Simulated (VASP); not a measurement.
# AgCl (Chlorargyrite) (Fm-3m) in VASP: convergence with SIGMA

Aim: find how far SIGMA must go before the results for AgCl (Chlorargyrite) settle, at PBEsol. This setting moves, with any that are tied to it; all else stays.

All numbers are computed with VASP 6.6.1; they aren't measurements. Logs are shortened: lines on timing, memory, paths and dates and some standing lists are left out, and cuts for length are marked.

### 1 Starting point

It takes space group Fm-3m (No. 225, cubic). Conventional cell: a = 5.470 Å, b = 5.470 Å, c = 5.470 Å, α = 90.00°, β = 90.00°, γ = 90.00°. Around Ag (site symmetry m-3m) lie 6 Cl at 2.73 Å. Cl (site symmetry m-3m) has 6 Ag at 2.73 Å as nearest neighbours.

### 2 With SIGMA 0.3 eV

INCAR

```
PREC = Accurate
ENCUT = 520
EDIFF = 1E-6
ISMEAR = 1
SIGMA = 0.3
LREAL = False
LASPH = True
NELM = 80
ALGO = Normal
ISIF = 2
LWAVE = False
LCHARG = False
GGA = PS
```

KPOINTS

```
Automatic mesh
0
Gamma
  8 8 8
```

POSCAR

```
AgCl
1.0
    0.0000000000      2.7350000000      2.7350000000
    2.7350000000      0.0000000000      2.7350000000
    2.7350000000      2.7350000000      0.0000000000
Ag Cl
1 1
Direct
    0.0000000000      0.0000000000      0.0000000000
    0.5000000000      0.5000000000      0.5000000000
```

Potentials or basis: VASP PAW PBE potentials, release 64 (Ag, Cl).

Started as:

```bash
> cat potpaw_PBE.64/Ag/POTCAR potpaw_PBE.64/Cl/POTCAR > POTCAR
> mpirun -np 1 vasp_std > vasp.out
```

OUTCAR:

```text
PREC = Accurate
   ENCUT = 520
   EDIFF = 1E-6
   ISMEAR = 1
   LREAL = False
   LASPH = True
   NELM = 80
   ISIF = 2
   GGA = PS

 Found     29 irreducible k-points:

 Following reciprocal coordinates:
            Coordinates               Weight
  0.000000  0.000000  0.000000      1.000000
  0.125000  0.000000  0.000000      8.000000
  0.250000  0.000000  0.000000      8.000000
  0.375000  0.000000  0.000000      8.000000
  0.500000  0.000000  0.000000      4.000000
  0.125000  0.125000  0.000000      6.000000
   k-points           NKPTS =     29   k-points in BZ     NKDIM =     29   number of bands    NBANDS=     13
   number of dos      NEDOS =    301   number of ions     NIONS =      2
   total plane-waves  NPLWV =  27000
   dimension x,y,z NGX =    30 NGY =   30 NGZ =   30
   dimension x,y,z NGXF=    60 NGYF=   60 NGZF=   60
   ions per type =               1   1
   NGX,Y,Z   is equivalent  to a cutoff of  12.89, 12.89, 12.89 a.u.
   NGXF,Y,Z  is equivalent  to a cutoff of  25.79, 25.79, 25.79 a.u.
 SYSTEM =  unknown system
   PREC   = accura    normal or accurate (medium, high low for compatibility)
   ISTART =      0    job   : 0-new  1-cont  2-samecut
   ICHARG =      2    charge: 1-file 2-atom 10-const
   ISPIN  =      1    spin polarized calculation?
   LNONCOLLINEAR =      F non collinear calculations
   LSORBIT =      F    spin-orbit coupling
   LASPH  =      T    aspherical Exc in radial PAW
   ENCUT  =  520.0 eV  38.22 Ry    6.18 a.u.   7.19  7.19  7.19*2*pi/ulx,y,z
   NELM   =     80;   NELMIN=  2; NELMDL= -5     # of ELM steps
   EDIFF  = 0.1E-05   stopping-criterion for ELM
   LREAL  =      F    real-space projection
   EDIFFG = 0.1E-04   stopping-criterion for IOM
   NSW    =      0    number of steps for IOM
   IBRION =     -1    ionic relax: 0-MD 1-quasi-New 2-CG
   NFREE  =      0    steps in history (QN), initial steepest desc. (CG)
   ISIF   =      2    stress and relaxation
   ISYM   =      2    0-nonsym 1-usesym 2-fastsym
   POTIM  = 0.5000    time-step for ionic-motion
   TEBEG  =    0.0;   TEEND  =   0.0 temperature during run
   PSTRESS=    0.0 pullay stress
   NELECT =      18.0000    total number of electrons
   NUPDOWN=      -1.0000    fix difference up-down
   EMIN   =  10.00;   EMAX   =-10.00  energy-range for DOS
   EFERMI =   0.00;   METHOD = LEGACY
   ISMEAR =     1;   SIGMA  =   0.30  broadening in eV -4-tet -1-fermi 0-gaus
   EFERMI_NEDOS =   21; number of points for ismear=-14 and -15
   IALGO  =     38    algorithm
   IMIX   =      4    mixing-type and parameters
     AMIX     =   0.40;   BMIX     =  1.00
     AMIX_MAG =   1.60;   BMIX_MAG =  1.00
  volume/ion in A,a.u.               =      20.46       138.06
  Fermi-wavevector in a.u.,A,eV,Ry     =   1.245083  2.352866 21.092186  1.550232
  Thomas-Fermi vector in A             =   2.379321
   LORBIT       =      0    0 simple, 1 ext, 2 COOP (PROOUT), +10 PAW based schemes
   GGA     = PS    functional components
   LHFCALC =     F    Hartree Fock is set to
   AEXX    =    0.0000 exact exchange contribution
   IVDW    =     0    specifies the selected vdW correction
   LEPSILON=     F    determine dielectric tensor
   LRPA    =     F    only Hartree local field effects (RPA)
 non-spin polarized calculation
 Methfessel and Paxton  Order N= 1 SIGMA  =   0.30
  energy-cutoff  :      520.00
  volume of cell :       40.92
 maximum number of plane-waves:      1124
 NGX is ok and might be reduce to    30
   NGX = 15   NGY = 15   NGZ = 15

 number of electron      18.0000002 magnetization

 Free energy of the ion-electron system (eV)
  ---------------------------------------------------
  ext. energy  EPLUGINS =         0.00000000
  ---------------------------------------------------
  free energy    TOTEN  =        -6.05738529 eV

  energy without entropy =       -6.06417662  energy(sigma->0) =       -6.05964907

 E-fermi :   4.3902     XC(G=0): -10.4343

 val. band max:        4.2517916101   @ k =   0.5000   0.0000   0.0000
 cond. band min:       4.9747923870   @ k =   0.0000   0.0000   0.0000
 fundamental gap:      0.7230007769
 Fermi energy:         4.3902025589

 k-point     1 :       0.0000    0.0000    0.0000
  band No.  band energies     occupation
      1     -11.1786      2.00000
      2       1.5991      2.00000
      3       1.5991      2.00000
      4       1.5991      2.00000
      5       1.6412      2.00000
      6       1.6412      2.00000
      7       1.7450      2.00000
      8       1.7450      2.00000
      9       1.7450      2.00000
     10       4.9748     -0.01881
     11      14.9820      0.00000
     12      14.9820      0.00000
     13      14.9820      0.00000

 k-point     2 :       0.1250    0.0000    0.0000
  band No.  band energies     occupation
      1     -11.1097      2.00000
      2       0.8359      2.00000
      3       0.9105      2.00000
      4       0.9105      2.00000
      5       1.6605      2.00000
      6       1.6605      2.00000
      7       1.9143      2.00000
      8       2.5524      2.00000
      9       2.5524      2.00000
     10       5.7328     -0.00000
     11      13.5523      0.00000
     12      14.6563      0.00000
     13      14.6563      0.00000

 k-point     3 :       0.2500    0.0000    0.0000
  band No.  band energies     occupation
      1     -10.9356      2.00000
      2      -0.2750      2.00000
      3       0.2990      2.00000
      4       0.2990      2.00000
      5       1.8032      2.00000
      6       1.8032      2.00000
      7       2.0784      2.00000
      8       3.3751      2.00002
      9       3.3751      2.00002
     10       7.0837     -0.00000
     11      11.9041      0.00000
     12      13.3104      0.00000
     13      13.3104      0.00000

 k-point     4 :       0.3750    0.0000    0.0000
  band No.  band energies     occupation
      1     -10.7486      2.00000
      2      -1.1146      2.00000
      3      -0.0898      2.00000
      4      -0.0898      2.00000
      5       1.9527      2.00000
      6       1.9527      2.00000
      7       2.2632      2.00000
      8       4.0057      2.07000
      9       4.0057      2.07000
     10       8.0013     -0.00000
     11      11.0192      0.00000
     12      12.1424      0.00000
     13      12.1424      0.00000

 k-point     5 :       0.5000    0.0000    0.0000
  band No.  band energies     occupation
      1     -10.6669      2.00000
      2      -1.4241      2.00000
      3      -0.2228      2.00000
      4      -0.2228      2.00000
      5       2.0167      2.00000
      6       2.0167      2.00000
      7       2.3531      2.00000
      8       4.2518      1.69630
      9       4.2518      1.69630
     10       8.1694     -0.00000
     11      10.9218      0.00000
     12      11.7010      0.00000
     13      11.7010      0.00000

 k-point     6 :       0.1250    0.1250    0.0000
  band No.  band energies     occupation
      1     -11.0894      2.00000
      2       0.3266      2.00000
      3       1.2114      2.00000
      4       1.2114      2.00000
      5       1.5426      2.00000
      6       1.6720      2.00000
      7       2.1388      2.00000
      8       2.1388      2.00000
      9       2.5556      2.00000
     10       6.0457     -0.00000
     11      13.8496      0.00000
     12      14.1170      0.00000
     13      14.4924      0.00000

 [... further k-points ...]
[... 5 lines left out ...]
  --------------------------------------------------------------------------------------
  -------------------------------------------------------------------------------------
  Total       -0.2053947     -0.2053947     -0.2053947     -0.0000000      0.0000000     -0.0000000
  in kB       -8.0426266     -8.0426266     -8.0426266     -0.0000000      0.0000000     -0.0000000
  external PRESSURE =      -8.0426266 kB  Pullay stress =       0.0000000 kB

 VOLUME and BASIS-vectors are now :
 -----------------------------------------------------------------------------
  energy-cutoff  :      520.00
  volume of cell :       40.92
      direct lattice vectors                 reciprocal lattice vectors
     0.000000000  2.735000000  2.735000000    -0.182815356  0.182815356  0.182815356
     2.735000000  0.000000000  2.735000000     0.182815356 -0.182815356  0.182815356
     2.735000000  2.735000000  0.000000000     0.182815356  0.182815356 -0.182815356

 POSITION                                       TOTAL-FORCE (eV/Angst)
 -----------------------------------------------------------------------------------
      0.00000      0.00000      0.00000        -0.000000      0.000000      0.000000
      2.73500      2.73500      2.73500         0.000000     -0.000000     -0.000000
 -----------------------------------------------------------------------------------
    total drift:                               -0.000000      0.000000      0.000000

  FREE ENERGIE OF THE ION-ELECTRON SYSTEM (eV)
  ---------------------------------------------------
  free  energy   TOTEN  =        -6.0573852903 eV

  energy  without entropy=       -6.0641766213  energy(sigma->0) =       -6.05964907
```

It took 8.3 s on 1 thread of Intel Xeon 6975P-C (Granite Rapids), shared host; peak memory 0.17 GiB.

Results:

```yaml
Free_energy: -6.0574 eV
Pressure: -0.8 GPa
Band_gap_on_the_k_mesh: 0.72 eV, indirect (least direct gap 3.18 eV)
```

### 3 With SIGMA 0.2 eV

Edit INCAR of step 2 so:

```diff
@@ -4,3 +4,3 @@
 ISMEAR = 1
-SIGMA = 0.3
+SIGMA = 0.2
 LREAL = False
```

KPOINTS is that of step 2.

POSCAR is that of step 2.

Potentials or basis: VASP PAW PBE potentials, release 64 (Ag, Cl).

Started as:

```bash
> cat potpaw_PBE.64/Ag/POTCAR potpaw_PBE.64/Cl/POTCAR > POTCAR
> mpirun -np 1 vasp_std > vasp.out
```

It took 8.8 s on 1 thread of Intel Xeon 6975P-C (Granite Rapids), shared host; peak memory 0.16 GiB.

What came out:

```yaml
Free_energy: -6.0589 eV
Pressure: -0.8 GPa
Band_gap_on_the_k_mesh: 0.72 eV, indirect (least direct gap 3.18 eV)
```

### 4 With SIGMA 0.15 eV

Edit INCAR of step 3 so:

```diff
@@ -4,3 +4,3 @@
 ISMEAR = 1
-SIGMA = 0.2
+SIGMA = 0.15
 LREAL = False
```

KPOINTS is that of step 3.

POSCAR is that of step 3.

Started as:

```bash
> cat potpaw_PBE.64/Ag/POTCAR potpaw_PBE.64/Cl/POTCAR > POTCAR
> mpirun -np 1 vasp_std > vasp.out
```

Wall time 8.5 s (1 thread of Intel Xeon 6975P-C (Granite Rapids), shared host); peak memory 0.17 GiB.

What came out:

```
Free energy            : -6.0593 eV
Pressure               : -0.8 GPa
Band gap on the k mesh : 0.72 eV, indirect (least direct gap 3.18 eV)
```

### 5 With SIGMA 0.1 eV

Edit INCAR of step 4 so:

```diff
@@ -4,3 +4,3 @@
 ISMEAR = 1
-SIGMA = 0.15
+SIGMA = 0.1
 LREAL = False
```

KPOINTS is that of step 4.

POSCAR is that of step 4.

Started as:

```bash
> cat potpaw_PBE.64/Ag/POTCAR potpaw_PBE.64/Cl/POTCAR > POTCAR
> mpirun -np 1 vasp_std > vasp.out
```

Wall time 9 s (1 thread of Intel Xeon 6975P-C (Granite Rapids), shared host); peak memory 0.17 GiB.

Results:

| Item | Value |
| --- | --- |
| Free energy | -6.0596 eV |
| Pressure | -0.8 GPa |
| Band gap on the k mesh | 0.72 eV, indirect (least direct gap 3.18 eV) |

### 6 With SIGMA 0.05 eV

Edit INCAR of step 5 so:

```diff
@@ -4,3 +4,3 @@
 ISMEAR = 1
-SIGMA = 0.1
+SIGMA = 0.05
 LREAL = False
```

KPOINTS is that of step 5.

POSCAR is that of step 5.

Potentials or basis: VASP PAW PBE potentials, release 64 (Ag, Cl).

Started as:

```bash
> cat potpaw_PBE.64/Ag/POTCAR potpaw_PBE.64/Cl/POTCAR > POTCAR
> mpirun -np 1 vasp_std > vasp.out
```

Wall time 7.6 s (1 thread of Intel Xeon 6975P-C (Granite Rapids), shared host); peak memory 0.17 GiB.

Results:

```
Free energy            : -6.0598 eV
Pressure               : -0.8 GPa
Band gap on the k mesh : 0.72 eV, indirect (least direct gap 3.18 eV)
```

### 7 With SIGMA 0.02 eV

Edit INCAR of step 6 so:

```diff
@@ -4,3 +4,3 @@
 ISMEAR = 1
-SIGMA = 0.05
+SIGMA = 0.02
 LREAL = False
```

KPOINTS is that of step 6.

POSCAR is that of step 6.

Started as:

```bash
> cat potpaw_PBE.64/Ag/POTCAR potpaw_PBE.64/Cl/POTCAR > POTCAR
> mpirun -np 1 vasp_std > vasp.out
```

It took 8.3 s on 1 thread of Intel Xeon 6975P-C (Granite Rapids), shared host; peak memory 0.17 GiB.

Results:

```yaml
Free_energy: -6.0599 eV
Pressure: -0.8 GPa
Band_gap_on_the_k_mesh: 0.72 eV, indirect (least direct gap 3.18 eV)
```

### 8 With SIGMA 0.01 eV

Edit INCAR of step 7 so:

```diff
@@ -4,3 +4,3 @@
 ISMEAR = 1
-SIGMA = 0.02
+SIGMA = 0.01
 LREAL = False
```

KPOINTS is that of step 7.

POSCAR is that of step 7.

Started as:

```bash
> cat potpaw_PBE.64/Ag/POTCAR potpaw_PBE.64/Cl/POTCAR > POTCAR
> mpirun -np 1 vasp_std > vasp.out
```

Wall time 7.7 s (1 thread of Intel Xeon 6975P-C (Granite Rapids), shared host); peak memory 0.17 GiB.

Results (log left out):

```
Free energy            : -6.0599 eV
Pressure               : -0.8 GPa
Band gap on the k mesh : 0.72 eV, indirect (least direct gap 3.18 eV)
```

### 9 Summary

```
  SIGMA  energy less the tightest run, at zero smearing (meV/atom)  SCF cycles  CPU time (s)  peak memory (GiB)
 0.3 eV                                                       0.14          12           7.8               0.17
 0.2 eV                                                       0.22          12           8.3               0.16
0.15 eV                                                       0.18          12             8               0.17
 0.1 eV                                                       0.09          12           8.6               0.17
0.05 eV                                                       0.01          12           7.1               0.17
0.02 eV                                                       0.01          12           7.8               0.17
0.01 eV                                                       0.00          12           7.2               0.17
```

Against the tightest run, the energy stays within 1 meV/atom from 0.3 eV on. The tightest run that finished is the yardstick and may itself not be fully converged.

Caveats: the PAW data sets were made with another functional, which shifts forces and pressure a little.
